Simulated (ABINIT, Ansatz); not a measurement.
An input for ABINIT 10.8.3 (RbCl (Fm-3m)):

```
acell 3*1.0 Angstrom
rprim 
  0.000000000000 3.289500000000 3.289500000000
  3.289500000000 0.000000000000 3.289500000000
  3.289500000000 3.289500000000 -0.000000000000
ntypat 2
znucl 37 17
natom 2
typat 1 2
xred 
  0.000000000000 0.000000000000 0.000000000000
  0.500000000000 0.500000000000 0.500000000000
pp_dirpath "pseudos"
pseudos "Rb.upf, Cl.upf"
ecut 25
ngkpt 4 4 4
nshiftk 1
shiftk 0 0 0
kptopt 1
chksymbreak 0
irdden 1
istwfk *1
nband 1309
prtvol 0
optdriver 6
gwr_task "HDIAGO"
paral_kgb 0
occopt 1
indata_prefix "in"
outdata_prefix "out"
tmpdata_prefix "tmp"
```

```sh
OMP_NUM_THREADS=1 mpirun -n 4 abinit run.abi > log
```

Q: Estimate wall time and host memory on 4 MPI ranks of Intel Xeon Platinum 8488C (Sapphire Rapids), shared host.

It took 35 s; on shared hardware allow 17 s to 70 s. Peak host memory was 2.2 GiB.

[Paths, hosts, dates, memory and timing lines, banners, echoed tables and standing remarks are left out of the program output.]

[Logs are printed without paths, hosts, clocks, repeated set-up lines and the standing remarks that a program may print on its own settings, such as how far it seeks lower states.]

[Runs of the session that timed out or met a known fault of the program may be left out.]

[Hosts, paths, dates, database ids (printed as entryN), source tags and the programs' standing remarks are cut or masked in the printed files.]

[G0W0 gaps are taken among the corrected bands and points alone; a level outside them can change the order at an edge.]

[Where Ansatz stands beside ABINIT at settings called matched, ABINIT's density can come from a denser mesh and the files from another edition; pairs whose starting gaps differed by over 0.03 eV were left out, so agreement reads better than it is.]
